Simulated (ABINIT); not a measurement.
# SiO2 (P6_222) in ABINIT: band structure with LDA

Aim: the band structure of SiO2 with LDA.

Program: ABINIT 10.8.3 (patched build). These are calculated values, not measurements. Logs are shortened: lines on timing, memory, paths and dates and some standing lists are left out, and cuts for length are marked. The log counts tension as positive stress, the text compression.

## Step 1: The crystal as given

The structure is hexagonal, space group P6_222 (No. 180). The conventional cell has a = 5.061 Å, b = 5.061 Å, c = 5.541 Å, α = 90.00°, β = 90.00°, γ = 120.00°. Si (site symmetry 222) is surrounded by 4 O at 1.61 Å. O (site symmetry 2) has 2 Si at 1.61 Å as nearest neighbours.

The cell comes from a database or a generator and needn't be the stable form of this composition.

## Step 2: Band structure, LDA

run.abi reads:

```
# Datasets: ground state, then fixed potential
ndtset 2

# Pseudopotentials
pp_dirpath "./"
pseudos "Si.LDA_PW-JTH.xml, O.LDA_PW-JTH.xml"

# Structure
acell 5.0610887587 5.0610887586 5.54050141 Angstrom
rprim
     1.0000000000     0.0000000000     0.0000000000
    -0.5000000000     0.8660254038     0.0000000000
     0.0000000000     0.0000000000     1.0000000000
ntypat 2
znucl 14 8
natom 9
typat 1 1 1 2 2 2 2 2 2
xred
     0.5000000000     0.0000000000     0.0000000000
     0.5000000000     0.5000000000     0.3333333333
     0.0000000000     0.5000000000     0.6666666667
     0.4172565700     0.2086282850     0.1666666667
     0.7913717150     0.2086282850     0.8333333333
     0.2086282850     0.4172565700     0.5000000000
     0.5827434300     0.7913717150     0.1666666667
     0.2086282850     0.7913717150     0.8333333333
     0.7913717150     0.5827434300     0.5000000000

# Plane-wave basis
ecut 23.0
pawecutdg 45.0
pawovlp 30

# Exchange and correlation
ixc 7

# Bands and occupations
occopt 3
tsmear 0.00183747

# SCF cycle
nstep 100

# Output
iomode 3
prtwf 0
prteig 0
prtebands 0
prtden1 1

# Dataset 1
kptopt1 1
ngkpt1 6 6 5
nshiftk1 1
shiftk1 0.0 0.0 0.0
nband1 30
tolvrs1 1.0e-9

# Dataset 2: bands along G-M-K-G-A-L-H-A
iscf2 -2
getden2 1
nband2 36
nbdbuf2 4
tolwfr2 1.0e-11
kptopt2 -7
ndivsm2 8
prteig2 1
prtvol2 -3
kptbounds2
     0.0000000000     0.0000000000     0.0000000000
     0.5000000000     0.0000000000     0.0000000000
     0.3333333333     0.3333333333     0.0000000000
     0.0000000000     0.0000000000     0.0000000000
     0.0000000000     0.0000000000     0.5000000000
     0.5000000000     0.0000000000     0.5000000000
     0.3333333333     0.3333333333     0.5000000000
     0.0000000000     0.0000000000     0.5000000000
```

Potentials or basis: JTH PAW LDA v2.0.

Run with:

```
$ abinit run.abi > log 2>&1
```

run.abo:

```text
.Version 10.8.3 of ABINIT
 DATASET    1 : space group P6_2 2 2 (#180); Bravais hP (primitive hexag.)
================================================================================
 Values of the parameters that define the memory need for DATASET  1.
     intxc =       0    ionmov =       0      iscf =      17    lmnmax =       8
     lnmax =       4     mgfft =      48  mpssoang =       2    mqgrid =    3162
     natom =       9  nloc_mem =       2    nspden =       1   nspinor =       1
    nsppol =       1      nsym =      12    n1xccc =       1    ntypat =       2
    occopt =       3   xclevel =       1
       mpw =        4388          nfft =       97200          nkpt =          21
 PAW method is used; the additional fine FFT grid is defined by:
   mgfftf=        64    nfftf =    230400
================================================================================
================================================================================

 DATASET    2 : space group P6_2 2 2 (#180); Bravais hP (primitive hexag.)
================================================================================
 Values of the parameters that define the memory need for DATASET  2.
     intxc =       0    ionmov =       0      iscf =      -2    lmnmax =       8
     lnmax =       4     mgfft =      48  mpssoang =       2    mqgrid =    3162
     natom =       9  nloc_mem =       2    nspden =       1   nspinor =       1
    nsppol =       1      nsym =      12    n1xccc =       1    ntypat =       2
    occopt =       3   xclevel =       1
       mpw =        4421          nfft =       97200          nkpt =          88
 PAW method is used; the additional fine FFT grid is defined by:
   mgfftf=        64    nfftf =    230400
================================================================================
================================================================================

--------------------------------------------------------------------------------
------------- Echo of variables that govern the present computation ------------
--------------------------------------------------------------------------------
 -outvars: echo values of preprocessed input variables --------
            acell      9.5640716529E+00  9.5640716527E+00  1.0470030265E+01 Bohr
              amu      2.80855000E+01  1.59994000E+01
             ecut      2.30000000E+01 Hartree
           getden1          0
           getden2          1
             iscf1         17
             iscf2         -2
              ixc           7
           jdtset        1    2
           kptopt1          1
           kptopt2         -7
         kptrlatt        6    0    0      0    6    0      0    0    5
          kptrlen1     5.23501513E+01
          kptrlen2     3.00000000E+01
            natom           9
            nband1         30
            nband2         36
           nbdbuf1          0
           nbdbuf2          4
           ndtset           2
           ndivsm1          0
           ndivsm2          8
            ngfft          45      45      48
          ngfftdg          60      60      64
             nkpt1         21
             nkpt2         88
            nstep         100
             nsym          12
           ntypat           2
           occopt           3
        pawecutdg      4.50000000E+01 Hartree
          pawovlp      3.0000000000E+01
        prtebands           0
           prteig1          0
           prteig2          1
           prtvol1          0
           prtvol2         -3
            prtwf           0
            rprim      1.0000000000E+00  0.0000000000E+00  0.0000000000E+00
                      -5.0000000000E-01  8.6602540380E-01  0.0000000000E+00
                       0.0000000000E+00  0.0000000000E+00  1.0000000000E+00
           shiftk1     0.00000000E+00  0.00000000E+00  0.00000000E+00
           shiftk2     5.00000000E-01  5.00000000E-01  5.00000000E-01
          spgroup         180
           tolvrs1     1.00000000E-09
           tolvrs2     0.00000000E+00
           tolwfr1     0.00000000E+00
           tolwfr2     1.00000000E-11
           tsmear      1.83747000E-03 Hartree
            typat      1  1  1  2  2  2  2  2  2
           useylm           1
           xangst      2.5305443793E+00  3.2440949451E-16  2.0503974111E-16
                       1.2652721897E+00  2.1915157179E+00  1.8468338033E+00
                      -1.2652721896E+00  2.1915157179E+00  3.6936676067E+00
                       1.5838294020E+00  9.1442433156E-01  9.2341690167E-01
                       3.4772593568E+00  9.1442433156E-01  4.6170845083E+00
                       2.0863218675E-11  1.8288486631E+00  2.7702507050E+00
[... 1389 lines left out ...]
- [ -4.7820358,   8.2827290,   0.0000000, ]
- [  0.0000000,   0.0000000,  10.4700303, ]
lattice_lengths: [   9.56407,    9.56407,   10.47003, ]
lattice_angles: [ 90.000,  90.000, 120.000, ] # degrees, (23, 13, 12)
lattice_volume:   8.2940034E+02
convergence: {deltae:  0.000E+00, res2:  0.000E+00, residm:  1.000E-11, diffor:  0.000E+00, }
etotal    :  -1.09424047E+02
entropy   :   0.00000000E+00
fermie    :   1.43807911E-01
cartesian_stress_tensor: null
pressure_GPa: null
xred      :
- [  5.0000E-01,   7.4015E-17,   3.7007E-17, Si]
- [  5.0000E-01,   5.0000E-01,   3.3333E-01, Si]
- [  7.7165E-17,   5.0000E-01,   6.6667E-01, Si]
- [  4.1726E-01,   2.0863E-01,   1.6667E-01,  O]
- [  7.9137E-01,   2.0863E-01,   8.3333E-01,  O]
- [  2.0863E-01,   4.1726E-01,   5.0000E-01,  O]
- [  5.8274E-01,   7.9137E-01,   1.6667E-01,  O]
- [  2.0863E-01,   7.9137E-01,   8.3333E-01,  O]
- [  7.9137E-01,   5.8274E-01,   5.0000E-01,  O]
cartesian_forces: null
force_length_stats: {min: null, max: null, mean: null, }
...

 Integrated electronic density in atomic spheres:
 ------------------------------------------------
 Atom  Sphere_radius  Integrated_density
    1        1.90945          2.03243599
    2        1.90945          2.01810140
    3        1.90945          2.01810140
    4        1.41465          4.71629873
    5        1.41465          4.71629873
    6        1.41465          4.72066339
    7        1.41465          4.71629873
    8        1.41465          4.71629873
    9        1.41465          4.72066339

================================================================================

 ----iterations are completed or convergence reached----

 Mean square residual over all n,k,spin=   65.385E-13; max=  99.998E-13
 reduced coordinates (array xred) for    9 atoms
       0.500000000000      0.000000000000      0.000000000000
       0.500000000000      0.500000000000      0.333333333333
       0.000000000000      0.500000000000      0.666666666667
       0.417256570000      0.208628285000      0.166666666667
       0.791371715000      0.208628285000      0.833333333333
       0.208628285000      0.417256570000      0.500000000000
       0.582743430000      0.791371715000      0.166666666667
       0.208628285000      0.791371715000      0.833333333333
       0.791371715000      0.582743430000      0.500000000000

 cartesian coordinates (angstrom) at end:
    1      2.53054437935000     0.00000000000000     0.00000000000000
    2      1.26527218970000     2.19151571791710     1.84683380333333
    3     -1.26527218965000     2.19151571791710     3.69366760666667
    4      1.58382940195097     0.91442433155918     0.92341690166667
    5      3.47725935676989     0.91442433155918     4.61708450833333
    6      0.00000000002086     1.82884866311836     2.77025070500000
    7      0.94671497744903     3.46860710427503     0.92341690166667
    8     -0.94671497736989     3.46860710427503     4.61708450833333
    9      2.53054437937914     2.55418277271585     2.77025070500000
 length scales=  9.564071652854  9.564071652665 10.470030265106 bohr
              =  5.061088758700  5.061088758600  5.540501410000 angstroms
 Eigenvalues (hartree) for nkpt=  88  k points:
 kpt#   1, nband= 36, wtk=  1.00000, kpt=  0.0000  0.0000  0.0000 (reduced coord)
  -0.69703   -0.64165   -0.64165   -0.61872   -0.61661   -0.61661   -0.30805   -0.30805
  -0.20369   -0.19360   -0.19016   -0.19016   -0.09815   -0.09804   -0.09804   -0.08631
  -0.05497   -0.05472   -0.05472   -0.02753   -0.02753   -0.00852   -0.00852    0.00190
   0.20871    0.32911    0.32911    0.33781    0.33781    0.36762    0.40841    0.44874
   0.47995    0.47995    0.49877    0.49926
 kpt#   2, nband= 36, wtk=  1.00000, kpt=  0.0357  0.0000  0.0000 (reduced coord)
  -0.69690   -0.64184   -0.64164   -0.61872   -0.61664   -0.61663   -0.30813   -0.30771
  -0.20365   -0.19408   -0.19039   -0.18950   -0.09859   -0.09809   -0.09792   -0.08565
  -0.05518   -0.05510   -0.05471   -0.02781   -0.02769   -0.00833   -0.00819    0.00158
   0.20940    0.32895    0.32920    0.33794    0.33830    0.36819    0.40759    0.44765
   0.48017    0.48114    0.49883    0.49975
 kpt#   3, nband= 36, wtk=  1.00000, kpt=  0.0714  0.0000  0.0000 (reduced coord)
  -0.69651   -0.64239   -0.64161   -0.61870   -0.61670   -0.61667   -0.30835   -0.30668
  -0.20354   -0.19499   -0.19107   -0.18803   -0.09992   -0.09792   -0.09754   -0.08399
  -0.05653   -0.05543   -0.05473   -0.02857   -0.02815   -0.00779   -0.00729    0.00066
   0.21144    0.32849    0.32952    0.33834    0.33967    0.36981    0.40524    0.44492
[... 497 lines left out ...]
   0.27742    0.27761    0.31260    0.35905    0.35939    0.38299    0.41515    0.42140
   0.43621    0.44624    0.44874    0.47702
 kpt#  87, nband= 36, wtk=  1.00000, kpt=  0.0208  0.0208  0.5000 (reduced coord)
  -0.68064   -0.68052   -0.61793   -0.61769   -0.61654   -0.61653   -0.35192   -0.22904
  -0.22878   -0.20803   -0.20798   -0.16446   -0.09286   -0.09277   -0.08493   -0.07180
  -0.07171   -0.06681   -0.06669   -0.05927   -0.03378   -0.00171    0.00865    0.00872
   0.27626    0.27631    0.31109    0.36006    0.36016    0.38323    0.41748    0.41928
   0.44324    0.44528    0.44737    0.46761
 kpt#  88, nband= 36, wtk=  1.00000, kpt=  0.0000  0.0000  0.5000 (reduced coord)
  -0.68066   -0.68066   -0.61768   -0.61768   -0.61653   -0.61651   -0.35233   -0.22851
  -0.22851   -0.20839   -0.20839   -0.16429   -0.09250   -0.09250   -0.08500   -0.07068
  -0.07067   -0.06804   -0.06804   -0.05958   -0.03390   -0.00152    0.00887    0.00887
   0.27587    0.27587    0.31059    0.36042    0.36042    0.38335    0.41842    0.41842
   0.44412    0.44758    0.44758    0.46255

== END DATASET(S) ==============================================================
================================================================================

 -outvars: echo values of variables after computation  --------
            acell      9.5640716529E+00  9.5640716527E+00  1.0470030265E+01 Bohr
           etotal1    -1.0942404750E+02
            fcart1    -2.4093381611E-20 -1.2046690805E-19  5.1046210761E-24
                      -2.4093381613E-20 -1.2046690805E-19  3.4062277952E-24
                      -2.4093381611E-20 -1.2046690805E-19  5.1046210761E-24
                       1.5726373265E-03  9.0796258379E-04  5.1046210761E-24
                      -1.5726373265E-03  9.0796258382E-04  6.8346779217E-23
                      -2.4093381611E-20  1.8159251676E-03  5.1046210761E-24
                      -1.5726373265E-03 -9.0796258379E-04  5.1046210761E-24
                       1.5726373265E-03 -9.0796258382E-04 -1.0238073347E-22
                      -2.4093381611E-20 -1.8159251676E-03  5.1046210761E-24
            rprim      1.0000000000E+00  0.0000000000E+00  0.0000000000E+00
                      -5.0000000000E-01  8.6602540380E-01  0.0000000000E+00
                       0.0000000000E+00  0.0000000000E+00  1.0000000000E+00
           strten1     1.0075283114E-04  1.0075283115E-04  9.9083122059E-05
                       0.0000000000E+00  0.0000000000E+00 -3.2214897300E-14
           xangst      2.5305443793E+00  3.2440949451E-16  2.0503974111E-16
                       1.2652721897E+00  2.1915157179E+00  1.8468338033E+00
                      -1.2652721896E+00  2.1915157179E+00  3.6936676067E+00
                       1.5838294020E+00  9.1442433156E-01  9.2341690167E-01
                       3.4772593568E+00  9.1442433156E-01  4.6170845083E+00
                       2.0863218675E-11  1.8288486631E+00  2.7702507050E+00
                       9.4671497745E-01  3.4686071043E+00  9.2341690167E-01
                      -9.4671497737E-01  3.4686071043E+00  4.6170845083E+00
                       2.5305443794E+00  2.5541827727E+00  2.7702507050E+00
             xred      5.0000000000E-01  7.4014868308E-17  3.7007434154E-17
                       5.0000000000E-01  5.0000000000E-01  3.3333333333E-01
                       7.7164844782E-17  5.0000000000E-01  6.6666666667E-01
                       4.1725657000E-01  2.0862828500E-01  1.6666666667E-01
                       7.9137171500E-01  2.0862828500E-01  8.3333333333E-01
                       2.0862828500E-01  4.1725657000E-01  5.0000000000E-01
                       5.8274343000E-01  7.9137171500E-01  1.6666666667E-01
                       2.0862828500E-01  7.9137171500E-01  8.3333333333E-01
                       7.9137171500E-01  5.8274343000E-01  5.0000000000E-01
 Calculation completed.
```

Wall time 9.8 min (1 thread of Arm Neoverse V2, shared host); peak memory 0.32 GiB.

Results:

```
Free energy             : -2977.5800 eV
Pressure                : -2.9 GPa
Largest force           : 0.093 eV/Å
Band gap on the k mesh  : 5.43 eV, indirect (least direct gap 5.63 eV)
Band gap along the path : 5.43 eV, indirect (least direct gap 5.63 eV)
```

Forces on the atoms (eV/Å):
```
Si   0.000  0.000  0.000
Si   0.000  0.000  0.000
Si   0.000  0.000  0.000
O    0.081  0.047  0.000
O   -0.081  0.047  0.000
O    0.000  0.093  0.000
O   -0.081 -0.047  0.000
O    0.081 -0.047  0.000
O    0.000 -0.093  0.000
```

Levels at the corners of the path, in eV from the valence-band top:
```csv
point,band 21,band 22,band 23,band 24,band 25,band 26,band 27,band 28
Γ,-1.00,-0.48,-0.48,-0.20,5.43,8.70,8.70,8.94
M,-1.18,-1.02,-0.36,-0.01,7.48,8.31,9.36,9.43
K,-1.47,-0.49,-0.49,-0.07,8.22,8.22,8.81,9.27
Γ,-1.00,-0.48,-0.48,-0.20,5.43,8.70,8.70,8.94
A,-1.18,-0.29,-0.01,-0.01,7.25,7.25,8.20,9.55
L,-0.94,-0.74,-0.71,-0.35,8.42,8.87,8.97,9.11
H,-0.92,-0.89,-0.68,-0.68,8.41,9.13,9.13,9.35
A,-1.18,-0.29,-0.01,-0.01,7.25,7.25,8.20,9.55
```

Caveat: the atomic spheres overlap. Expect the measured gap to be larger: semilocal functionals such as LDA lack the derivative discontinuity.
